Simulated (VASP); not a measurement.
# KMgF3 (Pm-3m) in VASP: notebook

Runs on KMgF3. Level: PBE. Tasks: single point.

Everything below comes from runs of VASP 6.6.1. Logs are shortened: lines on timing, memory, paths and dates and some standing lists are left out, and cuts for length are marked.

## 1. The structure

The structure is cubic, space group Pm-3m (No. 221). Conventional cell: a = 4.054 Å, b = 4.054 Å, c = 4.054 Å, α = 90.00°, β = 90.00°, γ = 90.00°. Around K (site symmetry m-3m) lie 12 F at 2.87 Å. Mg (site symmetry m-3m) has 6 F at 2.03 Å as nearest neighbours. Around F (site symmetry 4/mmm) lie 2 Mg at 2.03 Å.

## 2. Single point, PBE

Contents of INCAR:

```
  PREC = Accurate
  ENCUT = 520
  EDIFF = 1E-6
  ISMEAR = 0
  SIGMA = 0.02
  LREAL = F
  LASPH = T
  NELM = 100
  ALGO = Fast
  ISIF = 2
  LWAVE = F
  LCHARG = F
  GGA = PE
  NBANDS = 24
```

Contents of KPOINTS:

```
regular mesh
0
Gamma
  6 6 6
```

Contents of POSCAR:

```
KMgF3
1.0
    4.0541864028      0.0000000000      0.0000000000
    0.0000000000      4.0541864028      0.0000000000
    0.0000000000      0.0000000000      4.0541864028
K Mg F
1 1 3
Direct
    0.5000000000      0.5000000000      0.5000000000
    0.0000000000      0.0000000000      0.0000000000
    0.5000000000      0.0000000000      0.0000000000
    0.0000000000      0.5000000000      0.0000000000
    0.0000000000      0.0000000000      0.5000000000
```

Potentials or basis: VASP PAW PBE potentials, release 64 (K_sv, Mg, F).

Launch:

```console
$ cat potpaw_PBE.64/K_sv/POTCAR potpaw_PBE.64/Mg/POTCAR potpaw_PBE.64/F/POTCAR > POTCAR
$ mpirun -np 1 vasp_std > vasp.out
```

OUTCAR:

```text
PREC = Accurate
   ENCUT = 520
   EDIFF = 1E-6
   ISMEAR = 0
   LREAL = F
   LASPH = T
   NELM = 100
   ISIF = 2
   GGA = PE

 ion  position               nearest neighbor table
   1  0.500  0.500  0.500-   2 3.51   2 3.51   2 3.51   2 3.51   2 3.51   2 3.51   2 3.51   2 3.51

   2  0.000  0.000  0.000-   3 2.03   4 2.03   5 2.03   5 2.03   4 2.03   3 2.03   1 3.51   1 3.51
                             1 3.51   1 3.51   1 3.51   1 3.51   1 3.51   1 3.51
   3  0.500  0.000  0.000-   2 2.03   2 2.03
   4  0.000  0.500  0.000-   2 2.03   2 2.03
   5  0.000  0.000  0.500-   2 2.03   2 2.03

  LATTYP: Found a simple cubic cell.
 ALAT       =     4.0541864028

  Lattice vectors:

 A1 = (   4.0541864028,   0.0000000000,   0.0000000000)
 A2 = (   0.0000000000,   4.0541864028,   0.0000000000)
 A3 = (   0.0000000000,   0.0000000000,   4.0541864028)

Analysis of symmetry for initial positions (statically):
=====================================================================
 Subroutine PRICEL returns:
 Original cell was already a primitive cell.

 Routine SETGRP: Setting up the symmetry group for a
 simple cubic supercell.

 Subroutine GETGRP returns: Found 48 space group operations
 (whereof 48 operations were pure point group operations)
 out of a pool of 48 trial point group operations.

The static configuration has the point symmetry O_h .

Analysis of symmetry for dynamics (positions and initial velocities):
=====================================================================
 Subroutine PRICEL returns:
 Original cell was already a primitive cell.

 Routine SETGRP: Setting up the symmetry group for a
 simple cubic supercell.

 Subroutine GETGRP returns: Found 48 space group operations
 (whereof 48 operations were pure point group operations)
 out of a pool of 48 trial point group operations.

The dynamic configuration has the point symmetry O_h .

 Subroutine INISYM returns: Found 48 space group operations
 (whereof 48 operations are pure point group operations),
 and found     1 'primitive' translations

----------------------------------------------------------------------------------------

                                     Primitive cell

  volume of cell :      66.6363

  direct lattice vectors                    reciprocal lattice vectors
     4.054186403  0.000000000  0.000000000     0.246658614  0.000000000  0.000000000
     0.000000000  4.054186403  0.000000000     0.000000000  0.246658614  0.000000000
     0.000000000  0.000000000  4.054186403     0.000000000  0.000000000  0.246658614

  length of vectors
     4.054186403  4.054186403  4.054186403     0.246658614  0.246658614  0.246658614

  position of ions in fractional coordinates (direct lattice)
     0.500000000  0.500000000  0.500000000
     0.000000000  0.000000000  0.000000000
     0.500000000  0.000000000  0.000000000
     0.000000000  0.500000000  0.000000000
     0.000000000  0.000000000  0.500000000

  ion indices of the primitive-cell ions
   primitive index   ion index
                 1           1
                 2           2
                 3           3
                 4           4
                 5           5

----------------------------------------------------------------------------------------

 KPOINTS: regular mesh

Automatic generation of k-mesh.
 Grid dimensions read from file:
 generate k-points for:    6    6    6

 Generating k-lattice:

  Cartesian coordinates                     Fractional coordinates (reciprocal lattice)
     0.041109769  0.000000000  0.000000000     0.166666667  0.000000000  0.000000000
     0.000000000  0.041109769  0.000000000     0.000000000  0.166666667  0.000000000
     0.000000000  0.000000000  0.041109769     0.000000000  0.000000000  0.166666667

  Length of vectors
     0.041109769  0.041109769  0.041109769

  Shift w.r.t. Gamma in fractional coordinates (k-lattice)
     0.000000000  0.000000000  0.000000000

 Subroutine IBZKPT returns following result:
 ===========================================

 Found     20 irreducible k-points:

 Following reciprocal coordinates:
            Coordinates               Weight
  0.000000  0.000000  0.000000      1.000000
  0.166667  0.000000  0.000000      6.000000
  0.333333  0.000000  0.000000      6.000000
  0.500000  0.000000  0.000000      3.000000
  0.166667  0.166667  0.000000     12.000000
  0.333333  0.166667  0.000000     24.000000
[... 12 lines left out ...]
  0.500000  0.500000  0.333333      6.000000
  0.500000  0.500000  0.500000      1.000000
   k-points           NKPTS =     20   k-points in BZ     NKDIM =     20   number of bands    NBANDS=     24
   number of dos      NEDOS =    301   number of ions     NIONS =      5
   total plane-waves  NPLWV =  27000
   dimension x,y,z NGX =    30 NGY =   30 NGZ =   30
   dimension x,y,z NGXF=    60 NGYF=   60 NGZF=   60
   ions per type =               1   1   3
   NGX,Y,Z   is equivalent  to a cutoff of  12.30, 12.30, 12.30 a.u.
   NGXF,Y,Z  is equivalent  to a cutoff of  24.60, 24.60, 24.60 a.u.
 SYSTEM =  unknown system
   PREC   = accura    normal or accurate (medium, high low for compatibility)
   ISTART =      0    job   : 0-new  1-cont  2-samecut
   ICHARG =      2    charge: 1-file 2-atom 10-const
   ISPIN  =      1    spin polarized calculation?
   LNONCOLLINEAR =      F non collinear calculations
   LSORBIT =      F    spin-orbit coupling
   LASPH  =      T    aspherical Exc in radial PAW
   ENCUT  =  520.0 eV  38.22 Ry    6.18 a.u.   7.54  7.54  7.54*2*pi/ulx,y,z
   NELM   =    100;   NELMIN=  2; NELMDL= -5     # of ELM steps
   EDIFF  = 0.1E-05   stopping-criterion for ELM
   LREAL  =      F    real-space projection
   EDIFFG = 0.1E-04   stopping-criterion for IOM
   NSW    =      0    number of steps for IOM
   IBRION =     -1    ionic relax: 0-MD 1-quasi-New 2-CG
   NFREE  =      0    steps in history (QN), initial steepest desc. (CG)
   ISIF   =      2    stress and relaxation
   ISYM   =      2    0-nonsym 1-usesym 2-fastsym
   POTIM  = 0.5000    time-step for ionic-motion
   TEBEG  =    0.0;   TEEND  =   0.0 temperature during run
   PSTRESS=    0.0 pullay stress
   NELECT =      32.0000    total number of electrons
   NUPDOWN=      -1.0000    fix difference up-down
   EMIN   =  10.00;   EMAX   =-10.00  energy-range for DOS
   EFERMI =   0.00;   METHOD = LEGACY
   ISMEAR =     0;   SIGMA  =   0.02  broadening in eV -4-tet -1-fermi 0-gaus
   EFERMI_NEDOS =   21; number of points for ismear=-14 and -15
   IALGO  =     68    algorithm
   IMIX   =      4    mixing-type and parameters
     AMIX     =   0.40;   BMIX     =  1.00
     AMIX_MAG =   1.60;   BMIX_MAG =  1.00
  volume/ion in A,a.u.               =      13.33        89.94
  Fermi-wavevector in a.u.,A,eV,Ry     =   1.281999  2.422627 22.361476  1.643522
  Thomas-Fermi vector in A             =   2.414336
   LORBIT       =      0    0 simple, 1 ext, 2 COOP (PROOUT), +10 PAW based schemes
   GGA     = PE    functional components
   LHFCALC =     F    Hartree Fock is set to
   AEXX    =    0.0000 exact exchange contribution
   IVDW    =     0    specifies the selected vdW correction
   LEPSILON=     F    determine dielectric tensor
   LRPA    =     F    only Hartree local field effects (RPA)
 non-spin polarized calculation
 RMM-DIIS sequential band-by-band and
 Gauss-broadening in eV      SIGMA  =   0.02
  energy-cutoff  :      520.00
  volume of cell :       66.64
 maximum number of plane-waves:      1856
   NGX = 15   NGY = 15   NGZ = 15

 number of electron      31.9999960 magnetization

 Free energy of the ion-electron system (eV)
  ---------------------------------------------------
  ext. energy  EPLUGINS =         0.00000000
  ---------------------------------------------------
  free energy    TOTEN  =       -24.44979626 eV

  energy without entropy =      -24.44979626  energy(sigma->0) =      -24.44979626

 E-fermi :  -1.7315     XC(G=0):  -9.4335

 val. band max:       -1.8504865225   @ k =   0.5000   0.5000   0.5000
 cond. band min:       5.0789845993   @ k =   0.0000   0.0000   0.0000
 fundamental gap:      6.9294711218
 Fermi energy:        -1.7315072163

 k-point     1 :       0.0000    0.0000    0.0000
  band No.  band energies     occupation
      1     -27.6109      2.00000
      2     -21.8386      2.00000
      3     -21.2495      2.00000
      4     -21.2495      2.00000
      5     -11.0961      2.00000
      6     -11.0961      2.00000
[... 16 lines left out ...]
     23      11.5753      0.00000
     24      14.4615      0.00000

 k-point     2 :       0.1667    0.0000    0.0000
  band No.  band energies     occupation
      1     -27.6057      2.00000
      2     -21.8098      2.00000
      3     -21.2830      2.00000
      4     -21.2482      2.00000
      5     -11.0957      2.00000
      6     -11.0852      2.00000
[... 16 lines left out ...]
     23      11.5719      0.00000
     24      14.4698      0.00000

 k-point     3 :       0.3333    0.0000    0.0000
  band No.  band energies     occupation
      1     -27.5953      2.00000
      2     -21.7391      2.00000
      3     -21.3620      2.00000
      4     -21.2442      2.00000
      5     -11.0950      2.00000
      6     -11.0632      2.00000
[... 16 lines left out ...]
     23      11.6255      0.00000
     24      14.4980      0.00000
[... 406 lines left out ...]
 k-point    19 :       0.5000    0.5000    0.3333
  band No.  band energies     occupation
      1     -27.5666      2.00000
      2     -21.4248      2.00000
      3     -21.4180      2.00000
      4     -21.4180      2.00000
      5     -11.2286      2.00000
      6     -11.2286      2.00000
[... 16 lines left out ...]
     23      12.4431      0.00000
     24      12.7091      0.00000

 k-point    20 :       0.5000    0.5000    0.5000
  band No.  band energies     occupation
      1     -27.5639      2.00000
      2     -21.4145      2.00000
      3     -21.4145      2.00000
      4     -21.4145      2.00000
      5     -11.2499      2.00000
      6     -11.2499      2.00000
[... 16 lines left out ...]
     23      12.8104      0.00000
     24      12.8104      0.00000

------------------------ aborting loop because EDIFF is reached ----------------------------------------

  FORCE on cell =-STRESS in cart. coord.  units (eV):
  Direction    XX          YY          ZZ          XY          YZ          ZX
  --------------------------------------------------------------------------------------
  -------------------------------------------------------------------------------------
  Total       -0.1650933     -0.1650933     -0.1650933      0.0000000      0.0000000     -0.0000000
  in kB       -3.9694374     -3.9694374     -3.9694374      0.0000000      0.0000000     -0.0000000
  external PRESSURE =      -3.9694374 kB  Pullay stress =       0.0000000 kB

 VOLUME and BASIS-vectors are now :
 -----------------------------------------------------------------------------
  energy-cutoff  :      520.00
  volume of cell :       66.64
      direct lattice vectors                 reciprocal lattice vectors
     4.054186403  0.000000000  0.000000000     0.246658614  0.000000000  0.000000000
     0.000000000  4.054186403  0.000000000     0.000000000  0.246658614  0.000000000
     0.000000000  0.000000000  4.054186403     0.000000000  0.000000000  0.246658614

 POSITION                                       TOTAL-FORCE (eV/Angst)
 -----------------------------------------------------------------------------------
      2.02709      2.02709      2.02709         0.000000      0.000000      0.000000
      0.00000      0.00000      0.00000         0.000000      0.000000      0.000000
      2.02709      0.00000      0.00000         0.000000      0.000000      0.000000
      0.00000      2.02709      0.00000         0.000000      0.000000      0.000000
      0.00000      0.00000      2.02709         0.000000      0.000000      0.000000
 -----------------------------------------------------------------------------------
    total drift:                                0.000000     -0.000000      0.000000

  FREE ENERGIE OF THE ION-ELECTRON SYSTEM (eV)
  ---------------------------------------------------
  free  energy   TOTEN  =       -24.4497962648 eV

  energy  without entropy=      -24.4497962648  energy(sigma->0) =      -24.44979626
```

Run time: 15 s. Hardware: 1 thread of Intel Xeon 6975P-C (Granite Rapids), shared host; peak memory 0.18 GiB.

What came out:

* Free energy: -24.4498 eV
* Pressure: -0.4 GPa
* Band gap on the k mesh: 6.93 eV, indirect (least direct gap 7.25 eV)

A k mesh can miss the band edges.

## 3. Single point, PBE

This run uses another cell than the first one, of 12.13 Å³/atom, 0.910 times its volume.

Contents of INCAR:

```
ALGO     = Normal         # electronic algorithm
EDIFF    = 1E-6           # SCF threshold, eV
ENCUT    = 520            # plane-wave cutoff, eV
GGA      = PE             # functional
ISIF     = 2              # what is computed and relaxed
ISMEAR   = 0              # smearing method
LASPH    = True           # aspherical terms in the spheres
LCHARG   = False          # write CHGCAR
LREAL    = False          # projectors in reciprocal space
LWAVE    = False          # write WAVECAR
NBANDS   = 24             # bands
NELM     = 100            # most SCF steps
PREC     = Accurate       # precision mode
SIGMA    = 0.02           # smearing width, eV
```

Contents of KPOINTS:

```
k-points
0
Gamma
  6 6 6
```

Edit POSCAR of step 2 so:

```diff
@@ -2,5 +2,5 @@
 1.0
-    4.0541864028      0.0000000000      0.0000000000
-    0.0000000000      4.0541864028      0.0000000000
-    0.0000000000      0.0000000000      4.0541864028
+    3.9287178812      0.0000000000      0.0000000000
+    0.0000000000      3.9287178812      0.0000000000
+    0.0000000000      0.0000000000      3.9287178812
 K Mg F
```

Potentials or basis: VASP PAW PBE potentials, release 64 (K_sv, Mg, F).

Launch:

```console
$ cat potpaw_PBE.64/K_sv/POTCAR potpaw_PBE.64/Mg/POTCAR potpaw_PBE.64/F/POTCAR > POTCAR
$ mpirun -np 1 vasp_std > vasp.out
```

OUTCAR:

```text
EDIFF = 1E-6
   ENCUT = 520
   GGA = PE
   ISIF = 2
   ISMEAR = 0
   LASPH = True
   LREAL = False
   NELM = 100
   PREC = Accurate

 ion  position               nearest neighbor table
   1  0.500  0.500  0.500-   3 2.78   4 2.78   5 2.78   3 2.78   4 2.78   3 2.78   5 2.78   3 2.78
                             4 2.78   5 2.78   4 2.78   5 2.78   2 3.40   2 3.40   2 3.40   2 3.40
   2  0.000  0.000  0.000-   3 1.96   4 1.96   5 1.96   5 1.96   4 1.96   3 1.96   1 3.40   1 3.40
                             1 3.40   1 3.40   1 3.40   1 3.40   1 3.40   1 3.40
[... 742 lines left out ...]
  -------------------------------------------------------------------------------------
  Total        2.7526516      2.7526516      2.7526516      0.0000000     -0.0000000      0.0000000
  in kB       72.7292823     72.7292823     72.7292823      0.0000000     -0.0000000      0.0000000
  external PRESSURE =      72.7292823 kB  Pullay stress =       0.0000000 kB

 VOLUME and BASIS-vectors are now :
 -----------------------------------------------------------------------------
  energy-cutoff  :      520.00
  volume of cell :       60.64
      direct lattice vectors                 reciprocal lattice vectors
     3.928717881  0.000000000  0.000000000     0.254535966  0.000000000  0.000000000
     0.000000000  3.928717881  0.000000000     0.000000000  0.254535966  0.000000000
     0.000000000  0.000000000  3.928717881     0.000000000  0.000000000  0.254535966

 POSITION                                       TOTAL-FORCE (eV/Angst)
 -----------------------------------------------------------------------------------
      1.96436      1.96436      1.96436         0.000000      0.000000      0.000000
      0.00000      0.00000      0.00000         0.000000      0.000000      0.000000
      1.96436      0.00000      0.00000         0.000000      0.000000      0.000000
      0.00000      1.96436      0.00000         0.000000      0.000000      0.000000
      0.00000      0.00000      1.96436         0.000000      0.000000      0.000000
 -----------------------------------------------------------------------------------
    total drift:                                0.000000     -0.000000      0.000000

  FREE ENERGIE OF THE ION-ELECTRON SYSTEM (eV)
  ---------------------------------------------------
  free  energy   TOTEN  =       -24.3206147825 eV

  energy  without entropy=      -24.3206147825  energy(sigma->0) =      -24.32061478
```

OSZICAR:

```text
N       E                     dE             d eps       ncg     rms          rms(c)
DAV:   1     0.211989746611E+03    0.21199E+03   -0.17353E+04  1008   0.128E+03
DAV:   2    -0.156597653290E+02   -0.22765E+03   -0.22099E+03  1160   0.346E+02
DAV:   3    -0.261328624436E+02   -0.10473E+02   -0.10415E+02  1432   0.677E+01
DAV:   4    -0.265294054147E+02   -0.39654E+00   -0.39647E+00  1248   0.809E+00
DAV:   5    -0.265317836071E+02   -0.23782E-02   -0.23782E-02  1296   0.653E-01    0.910E+00
DAV:   6    -0.243117357500E+02    0.22200E+01   -0.70158E+00  1128   0.195E+01    0.424E+00
DAV:   7    -0.243201911562E+02   -0.84554E-02   -0.38006E-01  1104   0.317E+00    0.252E+00
DAV:   8    -0.243217365773E+02   -0.15454E-02   -0.78463E-02  1192   0.246E+00    0.365E-01
DAV:   9    -0.243203920141E+02    0.13446E-02   -0.20692E-02  1216   0.100E+00    0.161E-01
DAV:  10    -0.243206294511E+02   -0.23744E-03   -0.12403E-03  1128   0.233E-01    0.953E-02
DAV:  11    -0.243206383666E+02   -0.89155E-05   -0.45401E-05  1128   0.578E-02    0.474E-02
DAV:  12    -0.243206143591E+02    0.24008E-04   -0.94693E-05  1176   0.656E-02    0.372E-03
DAV:  13    -0.243206147825E+02   -0.42339E-06   -0.21681E-06  1048   0.102E-02
   1 F= -.24320615E+02 E0= -.24320615E+02  d E =-.100528E-11
```

Run time: 12 s. Hardware: 1 thread of Intel Xeon 6975P-C (Granite Rapids), shared host; peak memory 0.17 GiB.

What came out:

| Item | Value |
| --- | --- |
| Free energy | -24.3206 eV |
| Pressure | 7.3 GPa |
| Band gap on the k mesh | 7.64 eV, indirect (least direct gap 7.96 eV) |

Levels at points of the mesh, in eV from the valence-band top:
| k point | band 12 | band 13 | band 14 | band 15 | band 16 | band 17 | band 18 | band 19 | band 20 | band 21 |
| --- | --- | --- | --- | --- | --- | --- | --- | --- | --- | --- |
| (0.00, 0.00, 0.00) | -0.67 | -0.67 | -0.32 | -0.32 | -0.32 | 7.64 | 10.14 | 10.14 | 12.34 | 12.34 |
| (0.50, 0.00, 0.00) | -0.94 | -0.91 | -0.91 | -0.56 | -0.56 | 10.39 | 10.90 | 11.23 | 12.97 | 13.03 |
| (0.50, 0.50, 0.00) | -1.12 | -1.12 | -0.93 | -0.93 | -0.02 | 11.17 | 11.91 | 13.03 | 13.03 | 13.06 |
| (0.50, 0.50, 0.50) | -1.16 | -1.16 | 0.00 | 0.00 | 0.00 | 10.62 | 10.62 | 10.62 | 14.27 | 14.27 |
